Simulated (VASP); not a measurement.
# GaN (Immm) in VASP: further runs

Runs on GaN. Level: PBE. Tasks: single point.

Everything below comes from runs of VASP 6.6.1. Logs are shortened: lines on timing, memory, paths and dates and some standing lists are left out, and cuts for length are marked.

### Step 1. The cell of the first run

The structure is orthorhombic, space group Immm (No. 71). The conventional cell has a = 2.963 Å, b = 3.076 Å, c = 4.270 Å, α = 90.00°, β = 90.00°, γ = 90.00°. Ga (site symmetry mmm) has 6 N at 2.14 Å as nearest neighbours. N (site symmetry mmm) is surrounded by 6 Ga at 2.14 Å.

The cell comes from a database or a generator and needn't be the stable form of this composition.

### Step 2. Single point, PBE (strain +0.0375 x Voigt [0, 0, 0, 1, 0, 0], atoms carried along)

Contents of INCAR:

```
ALGO = Fast
EDIFF = 1E-6
ENCUT = 520
GGA = PE
ISIF = 2
ISMEAR = 0
LASPH = True
LCHARG = False
LREAL = False
LWAVE = False
NBANDS = 16
NELM = 100
PREC = Accurate
SIGMA = 0.05
```

Contents of KPOINTS:

```
k-points
0
Gamma
  14 14 14
```

Contents of POSCAR:

```
GaN
1.0
    0.0000000000      2.1752706563      2.1752706563
    2.1352350000      0.0400356562      2.1352350000
    2.1352350000      2.1352350000      0.0400356562
Ga N
1 1
Direct
    0.0000000000      0.0000000000      0.0000000000
    0.5000000000      0.5000000000      0.5000000000
```

Potentials or basis: VASP PAW PBE potentials, release 64 (Ga_d, N).

Launch:

```sh
cat potpaw_PBE.64/Ga_d/POTCAR potpaw_PBE.64/N/POTCAR > POTCAR
mpirun -np 1 vasp_std > vasp.out
```

OUTCAR:

```text
EDIFF = 1E-6
   ENCUT = 520
   GGA = PE
   ISIF = 2
   ISMEAR = 0
   LASPH = True
   LREAL = False
   NELM = 100
   PREC = Accurate

 ion  position               nearest neighbor table
   1  0.000  0.000  0.000-   2 2.14   2 2.14   2 2.14   2 2.14   2 2.14   2 2.14
   2  0.500  0.500  0.500-   1 2.14   1 2.14   1 2.14   1 2.14   1 2.14   1 2.14

  LATTYP: Found a body centered orthorhombic cell.
 ALAT       =     2.9630593279
 B/A-ratio  =     1.0382165605
 C/A-ratio  =     1.4412367514

  Lattice vectors:

 A1 = (  -2.1352350000,   2.1352350001,   0.0400356563)
 A2 = (  -2.1352350000,  -2.1352350000,  -0.0400356562)
 A3 = (   2.1352350000,   0.0400356562,   2.1352350000)

Analysis of symmetry for initial positions (statically):
=====================================================================
 Subroutine PRICEL returns:
 Original cell was already a primitive cell.

 Routine SETGRP: Setting up the symmetry group for a
 body centered orthorhombic supercell.

 Subroutine GETGRP returns: Found  8 space group operations
 (whereof  8 operations were pure point group operations)
 out of a pool of  8 trial point group operations.

The static configuration has the point symmetry D_2h.

Analysis of symmetry for dynamics (positions and initial velocities):
=====================================================================
 Subroutine PRICEL returns:
 Original cell was already a primitive cell.

 Routine SETGRP: Setting up the symmetry group for a
 body centered orthorhombic supercell.

 Subroutine GETGRP returns: Found  8 space group operations
 (whereof  8 operations were pure point group operations)
 out of a pool of  8 trial point group operations.

The dynamic configuration has the point symmetry D_2h.

 Subroutine INISYM returns: Found  8 space group operations
 (whereof  8 operations are pure point group operations),
 and found     1 'primitive' translations

----------------------------------------------------------------------------------------

                                     Primitive cell

  volume of cell :      19.4632

  direct lattice vectors                    reciprocal lattice vectors
     0.000000000  2.175270656  2.175270656    -0.234166263  0.229856454  0.229856454
     2.135235000  0.040035656  2.135235000     0.234166263 -0.238640777  0.238640777
     2.135235000  2.135235000  0.040035656     0.234166263  0.238640777 -0.238640777

  length of vectors
     3.076297264  3.019943686  3.019943686     0.400626781  0.410770836  0.410770836

[... 83 lines left out ...]
   NSW    =      0    number of steps for IOM
   IBRION =     -1    ionic relax: 0-MD 1-quasi-New 2-CG
   NFREE  =      0    steps in history (QN), initial steepest desc. (CG)
   ISIF   =      2    stress and relaxation
   ISYM   =      2    0-nonsym 1-usesym 2-fastsym
   POTIM  = 0.5000    time-step for ionic-motion
   TEBEG  =    0.0;   TEEND  =   0.0 temperature during run
   PSTRESS=    0.0 pullay stress
   NELECT =      18.0000    total number of electrons
   NUPDOWN=      -1.0000    fix difference up-down
   EMIN   =  10.00;   EMAX   =-10.00  energy-range for DOS
   EFERMI =   0.00;   METHOD = LEGACY
   ISMEAR =     0;   SIGMA  =   0.05  broadening in eV -4-tet -1-fermi 0-gaus
   EFERMI_NEDOS =   21; number of points for ismear=-14 and -15
   IALGO  =     68    algorithm
   IMIX   =      4    mixing-type and parameters
     AMIX     =   0.40;   BMIX     =  1.00
     AMIX_MAG =   1.60;   BMIX_MAG =  1.00
  volume/ion in A,a.u.               =       9.73        65.67
  Fermi-wavevector in a.u.,A,eV,Ry     =   1.595001  3.014114 34.613594  2.544027
  Thomas-Fermi vector in A             =   2.692988
   LORBIT       =      0    0 simple, 1 ext, 2 COOP (PROOUT), +10 PAW based schemes
   GGA     = PE    functional components
   LHFCALC =     F    Hartree Fock is set to
   AEXX    =    0.0000 exact exchange contribution
   IVDW    =     0    specifies the selected vdW correction
   LEPSILON=     F    determine dielectric tensor
   LRPA    =     F    only Hartree local field effects (RPA)
 non-spin polarized calculation
 RMM-DIIS sequential band-by-band and
 Gauss-broadening in eV      SIGMA  =   0.05
  energy-cutoff  :      520.00
  volume of cell :       19.46
 maximum number of plane-waves:       546
   NGX = 11   NGY = 11   NGZ = 11

 number of electron      18.0000001 magnetization

 Free energy of the ion-electron system (eV)
  ---------------------------------------------------
  ext. energy  EPLUGINS =         0.00000000
  ---------------------------------------------------
  free energy    TOTEN  =       -11.18929663 eV

  energy without entropy =      -11.18929525  energy(sigma->0) =      -11.18929594

 E-fermi :   7.7868     XC(G=0): -12.9071

 val. band max:        7.6860282351   @ k =   0.3571   0.1429   0.1429
 cond. band min:       7.8703852403   @ k =   0.0000   0.5000   0.5000
 fundamental gap:      0.1843570052
 Fermi energy:         7.7868002610

 k-point     1 :       0.0000    0.0000    0.0000
  band No.  band energies     occupation
      1      -9.4782      2.00000
      2      -6.4981      2.00000
      3      -6.4913      2.00000
      4      -6.4794      2.00000
      5      -6.3980      2.00000
      6      -6.3900      2.00000
[... 433 lines left out ...]
      3      -6.4717      2.00000
      4      -6.4608      2.00000
      5      -6.4408      2.00000
      6      -6.3925      2.00000
[... 8 lines left out ...]
     15      24.0437      0.00000
     16      25.0104      0.00000

 [... further k-points ...]

------------------------ aborting loop because EDIFF is reached ----------------------------------------

  FORCE on cell =-STRESS in cart. coord.  units (eV):
  Direction    XX          YY          ZZ          XY          YZ          ZX
  --------------------------------------------------------------------------------------
  -------------------------------------------------------------------------------------
  Total        0.0329028      0.0840076      0.0840076     -0.0000000     -0.9324864     -0.0000000
  in kB        2.7084990      6.9153574      6.9153574     -0.0000000    -76.7606749     -0.0000000
  external PRESSURE =       5.5130713 kB  Pullay stress =       0.0000000 kB

 VOLUME and BASIS-vectors are now :
 -----------------------------------------------------------------------------
  energy-cutoff  :      520.00
  volume of cell :       19.46
      direct lattice vectors                 reciprocal lattice vectors
     0.000000000  2.175270656  2.175270656    -0.234166263  0.229856454  0.229856454
     2.135235000  0.040035656  2.135235000     0.234166263 -0.238640777  0.238640777
     2.135235000  2.135235000  0.040035656     0.234166263  0.238640777 -0.238640777

 POSITION                                       TOTAL-FORCE (eV/Angst)
 -----------------------------------------------------------------------------------
      0.00000      0.00000      0.00000         0.000000      0.000000     -0.000000
      2.13524      2.17527      2.17527         0.000000     -0.000000      0.000000
 -----------------------------------------------------------------------------------
    total drift:                                0.000000     -0.000000     -0.000000

  FREE ENERGIE OF THE ION-ELECTRON SYSTEM (eV)
  ---------------------------------------------------
  free  energy   TOTEN  =       -11.1892966298 eV

  energy  without entropy=      -11.1892952521  energy(sigma->0) =      -11.18929594
```

stdout:

```text
POSCAR found type information on POSCAR GaN
 POSCAR found :  2 types and       2 ions
 scaLAPACK will be used
 LDA part: xc-table for (Slater+PW92), standard interpolation
 POSCAR, INCAR and KPOINTS ok, starting setup
 FFT: planning ... GRIDC
 FFT: planning ... GRID_SOFT
 FFT: planning ... GRID
 WAVECAR not read
 entering main loop
WARNING in EDDRMM: call to ZHEGV failed, returncode =   8  4     13
```

It took 51 s on 1 thread of Intel Xeon 6975P-C (Granite Rapids), shared host; peak memory 0.24 GiB.

Results:

| Quantity | Value |
| --- | --- |
| Free energy | -11.1893 eV |
| Pressure | 0.6 GPa |
| Band gap on the k mesh | 0.18 eV, indirect (least direct gap 2.10 eV) |

### Step 3. Single point, PBE (strain +0.0450 x Voigt [0, 0, 0, 1, 0, 0], atoms carried along)

Contents of INCAR:

```
SYSTEM = GaN
ALGO = Fast
EDIFF = 1E-7
ENCUT = 520
GGA = PE
ISIF = 2
ISMEAR = 0
LASPH = .True.
LCHARG = .False.
LREAL = .False.
LWAVE = .False.
NBANDS = 16
NELM = 80
PREC = Accurate
SIGMA = 0.05
```

Contents of KPOINTS:

```
k-points
0
Gamma
  14 14 14
  0 0 0
```

Contents of POSCAR:

```
GaN
1.0
    0.0000000000      2.1832777875      2.1832777875
    2.1352350000      0.0480427875      2.1352350000
    2.1352350000      2.1352350000      0.0480427875
Ga N
1 1
Direct
    0.0000000000      0.0000000000      0.0000000000
    0.5000000000      0.5000000000      0.5000000000
```

Potentials or basis: VASP PAW PBE potentials, release 64 (Ga_d, N).

Launch:

```sh
cat potpaw_PBE.64/Ga_d/POTCAR potpaw_PBE.64/N/POTCAR > POTCAR
mpirun -np 1 vasp_std > vasp.out
```

OUTCAR:

```text
SYSTEM = GaN
   EDIFF = 1E-7
   ENCUT = 520
   GGA = PE
   ISIF = 2
   ISMEAR = 0
   LASPH = .True.
   LREAL = .False.
   NELM = 80
   PREC = Accurate

 ion  position               nearest neighbor table
   1  0.000  0.000  0.000-   2 2.14   2 2.14   2 2.14   2 2.14   2 2.14   2 2.14
   2  0.500  0.500  0.500-   1 2.14   1 2.14   1 2.14   1 2.14   1 2.14   1 2.14

  LATTYP: Found a body centered orthorhombic cell.
 ALAT       =     2.9517355342
 B/A-ratio  =     1.0460358056
 C/A-ratio  =     1.4467657927

[... 648 lines left out ...]

  FORCE on cell =-STRESS in cart. coord.  units (eV):
  Direction    XX          YY          ZZ          XY          YZ          ZX
  --------------------------------------------------------------------------------------
  -------------------------------------------------------------------------------------
  Total        0.0276917      0.1016478      0.1016478      0.0000000     -1.1184823      0.0000000
  in kB        2.2798872      8.3687689      8.3687689      0.0000000    -92.0857791      0.0000000
  external PRESSURE =       6.3391417 kB  Pullay stress =       0.0000000 kB

 VOLUME and BASIS-vectors are now :
 -----------------------------------------------------------------------------
  energy-cutoff  :      520.00
  volume of cell :       19.46
      direct lattice vectors                 reciprocal lattice vectors
     0.000000000  2.183277787  2.183277787    -0.234166263  0.229013460  0.229013460
     2.135235000  0.048042788  2.135235000     0.234166263 -0.239556279  0.239556279
     2.135235000  2.135235000  0.048042788     0.234166263  0.239556279 -0.239556279

 POSITION                                       TOTAL-FORCE (eV/Angst)
 -----------------------------------------------------------------------------------
      0.00000      0.00000      0.00000         0.000000      0.000000      0.000000
      2.13524      2.18328      2.18328        -0.000000      0.000000     -0.000000
 -----------------------------------------------------------------------------------
    total drift:                                0.000000     -0.000000     -0.000000

  FREE ENERGIE OF THE ION-ELECTRON SYSTEM (eV)
  ---------------------------------------------------
  free  energy   TOTEN  =       -11.1815855199 eV

  energy  without entropy=      -11.1815772863  energy(sigma->0) =      -11.18158140
```

It took 45 s on 1 thread of Intel Xeon 6975P-C (Granite Rapids), shared host; peak memory 0.24 GiB.

What came out:

```
Free energy            : -11.1816 eV
Pressure               : 0.6 GPa
Band gap on the k mesh : 0.13 eV, indirect (least direct gap 2.04 eV)
```

Stress tensor (GPa, compression positive):
```
 0.23  0.00  0.00
 0.00  0.84 -9.21
 0.00 -9.21  0.84
```

A k mesh can miss the band edges.

(Continued in part 2 of 2.)
